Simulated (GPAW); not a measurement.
# AlN (F-43m) in GPAW: single point with PBE

Aim: the single point of AlN with PBE.

All numbers are computed with GPAW 26.7.0; they aren't measurements. Logs are shortened: lines on timing, memory, paths and dates and some standing lists are left out, and cuts for length are marked. The log counts tension as positive stress, the text compression.

## Step 1: Starting point

The structure is cubic, space group F-43m (No. 216). The conventional cell has a = 4.368 Å, b = 4.368 Å, c = 4.368 Å, α = 90.00°, β = 90.00°, γ = 90.00°. Al (site symmetry -43m) has 4 N at 1.89 Å as nearest neighbours. N (site symmetry -43m) has 4 Al at 1.89 Å as nearest neighbours.

Measurements of this composition are mostly on another form, of space group No. 186.

## Step 2: Single point, PBE

run.py reads:

```python
from ase import Atoms
from ase.dft.bandgap import bandgap
from ase.io import write
from ase.units import GPa
from gpaw import GPAW, PW

atoms = Atoms(['Al', 'N'],
              cell=[[0.0, 2.1839935596, 2.1839935596],
                    [2.1839935596, 0.0, 2.1839935596],
                    [2.1839935596, 2.1839935596, 0.0]],
              scaled_positions=[[0.0, 0.0, 0.0],
                                [0.25, 0.25, 0.25]],
              pbc=True)

calc = GPAW(mode=PW(550),
            xc='PBE',
            kpts={'size': (8, 8, 8), 'gamma': True},
            occupations={'name': 'fermi-dirac', 'width': 0.05},
            nbands=11,
            maxiter=120,
            txt='gpaw.txt')
atoms.calc = calc
energy = atoms.get_potential_energy()
forces = atoms.get_forces()
stress = atoms.get_stress()
calc.write('gs.gpw')
write('result.traj', atoms)
print(f'Energy: {energy:.6f} eV')
print('Forces (eV/A):')
print(forces.round(4))
print('Stress (GPa):', (stress / GPa).round(3))
print('Fermi level:', round(calc.get_fermi_level(), 4), 'eV')
print(f'Gap: {bandgap(calc)[0]:.4f} eV, direct: {bandgap(calc, direct=True)[0]:.4f} eV')
```

Potentials or basis: GPAW PAW data sets (gpaw-data 1.2.1), pw.

Launch:

```console
OMP_NUM_THREADS=1 python run.py
```

gpaw.txt:

```text
__  _  _
 | _ |_)|_||  |
 |__||  | ||/\| - 26.7.0

Input parameters:
  mode=PW(ecut=550.0),
  kpts=MonkhorstPack(size=(8, 8, 8), gamma=True),
  maxiter=120,
  nbands=11,
  occupations=Occupations(name='fermi-dirac', width=0.05),
  xc=XC(name='PBE')

Diagonalizing LCAO Hamiltonian
Converting LCAO to pw mode

           N
       Al

Atoms  # Å, Bohr magnetons
|   | symbol |        x |        y |        z |    initial magnetic moments |
|---|--------|----------|----------|----------|-----------------------------|
| 0 |     Al | 0.000000 | 0.000000 | 0.000000 | ( 0.0000,  0.0000,  0.0000) |
| 1 |      N | 1.091997 | 1.091997 | 1.091997 | ( 0.0000,  0.0000,  0.0000) |

Unit cell  # Å
| periodic |        x |        y |        z |  lengths |    angles |
|----------|----------|----------|----------|----------|-----------|
|      yes | 0.000000 | 2.183994 | 2.183994 | 3.088633 | 60.000000 |
|      yes | 2.183994 | 0.000000 | 2.183994 | 3.088633 | 60.000000 |
|      yes | 2.183994 | 2.183994 | 0.000000 | 3.088633 | 60.000000 |

Number of symmetries: 24
Symmetry operations  # r_c * U_cc + t_c -> r_c
|    | kind |            matrix            |
|----|------|------------------------------|
|  0 |  E   |  1, 0, 0,  0, 1, 0,  0, 0, 1 |
|  1 |  σ   |  1, 0, 0,  0, 0, 1,  0, 1, 0 |
|  2 |  σ   |  1, 0,-1,  0, 1,-1,  0, 0,-1 |
|  3 |  C3  |  1, 0,-1,  0, 0,-1,  0, 1,-1 |
|  4 |  C3  |  1,-1, 0,  0,-1, 1,  0,-1, 0 |
|  5 |  σ   |  1,-1, 0,  0,-1, 0,  0,-1, 1 |
|  6 |  σ   |  0, 1, 0,  1, 0, 0,  0, 0, 1 |
|  7 |  C3  |  0, 1, 0,  0, 0, 1,  1, 0, 0 |
|  8 |  C2  |  0, 1,-1,  1, 0,-1,  0, 0,-1 |
|  9 |  S4  |  0, 1,-1,  0, 0,-1,  1, 0,-1 |
| 10 |  C3  |  0, 0, 1,  1, 0, 0,  0, 1, 0 |
| 11 |  σ   |  0, 0, 1,  0, 1, 0,  1, 0, 0 |
| 12 |  S4  |  0, 0,-1,  1, 0,-1,  0, 1,-1 |
| 13 |  C3  |  0, 0,-1,  0, 1,-1,  1, 0,-1 |
| 14 |  S4  |  0,-1, 1,  1,-1, 0,  0,-1, 0 |
| 15 |  C2  |  0,-1, 1,  0,-1, 0,  1,-1, 0 |
| 16 |  C3  |  0,-1, 0,  1,-1, 0,  0,-1, 1 |
| 17 |  S4  |  0,-1, 0,  0,-1, 1,  1,-1, 0 |
| 18 |  S4  | -1, 1, 0, -1, 0, 1, -1, 0, 0 |
| 19 |  C3  | -1, 1, 0, -1, 0, 0, -1, 0, 1 |
| 20 |  C3  | -1, 0, 1, -1, 1, 0, -1, 0, 0 |
| 21 |  S4  | -1, 0, 1, -1, 0, 0, -1, 1, 0 |
| 22 |  σ   | -1, 0, 0, -1, 1, 0, -1, 0, 1 |
| 23 |  C2  | -1, 0, 0, -1, 0, 1, -1, 1, 0 |

BZ-sampling:
  Number of BZ points: 512
  Number of IBZ points: 29

  Monkhorst-Pack size: [8, 8, 8]
  Monkhorst-Pack shift: [0.0625, 0.0625, 0.0625]

K-points  # in reciprocal-cell coordinates
|     |                                coordinates |     weight |
|-----|--------------------------------------------|------------|
|   0 | (  0.00000000,   0.00000000,   0.00000000) | 0.00195312 |
|   1 | (  0.12500000,   0.12500000,   0.00000000) | 0.01171875 |
|   2 | (  0.12500000,   0.12500000,   0.12500000) | 0.01562500 |
|   3 | (  0.25000000,   0.12500000,   0.12500000) | 0.02343750 |
|   4 | (  0.25000000,   0.25000000,   0.00000000) | 0.01171875 |
|   5 | (  0.25000000,   0.25000000,   0.12500000) | 0.04687500 |
|   6 | (  0.25000000,   0.25000000,   0.25000000) | 0.01562500 |
|   7 | (  0.37500000,   0.25000000,  -0.37500000) | 0.04687500 |
|   8 | (  0.37500000,   0.25000000,   0.12500000) | 0.04687500 |
|   9 | (  0.37500000,   0.25000000,   0.25000000) | 0.04687500 |
| ... |                                            |            |
|  28 | (  0.50000000,   0.50000000,   0.50000000) | 0.00781250 |

Plane wave coefficients: 620
Cutoff: 550.0 eV

Spin-components: 1 (collinear spins)
Bands:           11
Projectors:      10
Spin-degeneracy: 2
Datatype:        complex128

Parallelization:
  kpt:    1
  domain: 1
  band:   1

Density:
  Valence electrons: 8.0
  Components: 1
  Grid points: [18 18 18]
  Charge: 0.0  # |e|

Potential:
  Grid points: [18 18 18]

species:
  Al:
    name:    Aluminium
    Z:       13.0
    valence: 3
    core:    10
    charge:  0.0  # [|e|]
    compensation charges:
      type: gauss
      rc: 0.34  # [Å]
      lmax: 2
    cutoffs:
      filter: 1.91  # [Å]
      core: 2.36  # [Å]
    projectors
    | kind |    occ | energy [eV] | rcut [Å] |
    |------|--------|-------------|----------|
    |   3s |  2.000 |      -7.753 |    1.085 |
    |   3p |  1.000 |      -2.712 |    1.085 |
    |    s |        |      19.459 |    1.085 |
    |    p |        |      24.499 |    1.085 |
    |    d |        |       0.000 |    1.085 |

    Using partial waves for Al as LCAO basis

  N:
    name:    Nitrogen
    Z:       7.0
    valence: 5
    core:    2
    charge:  0.0  # [|e|]
    compensation charges:
      type: gauss
      rc: 0.18  # [Å]
      lmax: 2
    cutoffs:
      filter: 1.11  # [Å]
      core: 0.96  # [Å]
    projectors
    | kind |    occ | energy [eV] | rcut [Å] |
    |------|--------|-------------|----------|
    |   2s |  2.000 |     -18.583 |    0.603 |
    |   2p |  3.000 |      -7.089 |    0.529 |
    |    s |        |       8.629 |    0.603 |
    |    p |        |      20.123 |    0.529 |
    |    d |        |       0.000 |    0.577 |

    Using partial waves for N as LCAO basis

Reference energy: -8085.144769  # eV

eigensolver:
  PPCG
  Converge bands: occupied
  niter=2

density mixing:
  MSR1-Mixer
  Pratt-step length: 0.05
  Maximum mixing coefficient: 0.75
  Old densities: 10
  SVD Regularization: 0.005
  Good broyden scale: 1.0
  Trust region scale: 1.0
  Backstep threshold: 4.0
  History deletion threshold: 6.0
  Fourier metric: weight=20.0, sigma=0.015

occupation numbers:
  Fermi-Dirac:
    width: 0.0500  # eV

poisson solver:
  ecut: 4400.0  # eV

xc functional:
  name: PBE with 2 nearest neighbor stencil

convergence criteria:
- Maximum [total energy] change in last 3 cyles: 0.0005 eV / valence electron
- Maximum integral of absolute [dens]ity change: 0.0001 electrons / valence electron
- Maximum integral of absolute [eigenst]ate change: 4e-08 eV^2 / valence electron
maximum number of iterations: 120

SCF iterations
|iter     | |      energy | eigst |  dens |
|---------|-|-------------|-------|-------|
|iter:   1| |  -16.400316 | -0.30 |       |
|iter:   2| |  -15.902849 | -2.27 | -0.56 |
|iter:   3| |  -14.465511 | -0.92 | -0.61 |
|iter:   4| |  -14.475729 | -3.07 | -1.25 |
|iter:   5| |  -14.481504 | -3.42 | -1.55 |
|iter:   6| |  -14.481561 | -5.45 | -2.76 |
|iter:   7| |  -14.481575c| -6.39 | -3.13 |
|iter:   8| |  -14.481575c| -8.64c| -4.42c|

Converged in 8 steps
Energy contributions relative to reference atoms: (reference = -8085.144769)

Energy contributions:
  Kinetic:          15.921305
  Coulomb:         -13.184650
  Zero:             -0.052577
  External:          0.000000
  Xc:              -17.165653
  Entropy:          -0.000000
  Spinorbit:         0.000000
  ----------------------------
  Free energy:     -14.481575
  Extrapolated:    -14.481575

dipole moment: (-8.599672, -8.599672, -8.599672)  # |e|*Ang

Fermi level: 6.985
Eigenvalues  # (at kpt = [0.000, 0.000, 0.000])
| band index |      eig [eV] | occ [0-2] |
|------------|---------------|-----------|
|          0 |        -9.039 |     2.000 |
|          1 |         6.001 |     2.000 |
|          2 |         6.001 |     2.000 |
|          3 |         6.001 |     2.000 |
|          4 |        10.151 |     0.000 |
|          5 |        18.549 |     0.000 |
|          6 |        18.549 |     0.000 |
|          7 |        18.549 |     0.000 |
|          8 |        23.676 |     0.000 |
|          9 |        23.692 |     0.000 |
|         10 |        25.118 |     0.000 |

Gap: 3.288 eV
Transition (v -> c):
  (s=0, k=0, n=3, [0.00, 0.00, 0.00]) -> (s=0, k=24, n=4, [0.50, 0.50, 0.00])
Direct/indirect transitions are different
Direct gap: 4.150 eV
Transition at: (s=0, k=0, n=3, [0.00, 0.00, 0.00])

Forces  # eV/Ang
|        x |        y |       z |
|----------|----------|---------|
|  0.00000 | -0.00000 | 0.00000 |  # Al   0
| -0.00000 |  0.00000 | 0.00000 |  # N    1

Stress tensor  # eV/Ang^3
|         x |         y |         z |
|-----------|-----------|-----------|
|  0.031131 | -0.000000 | -0.000000 |
| -0.000000 |  0.031131 |  0.000000 |
| -0.000000 |  0.000000 |  0.031131 |

# Writing to gs.gpw (mode='')
```

It took 4.7 s on 1 thread of INTEL XEON PLATINUM 8581C at 2.10GHz (Emerald Rapids), shared host; peak memory 0.13 GiB.

These settings aren't checked as converged: the numbers below hold their error.

Results:

```yaml
Free_energy: -14.4816 eV
Pressure: -5.0 GPa
Band_gap_on_the_k_mesh: 3.29 eV, indirect (least direct gap 4.15 eV)
```

Caveat: the cutoff is short for stress and forces, so pressures can be off by a GPa or more.
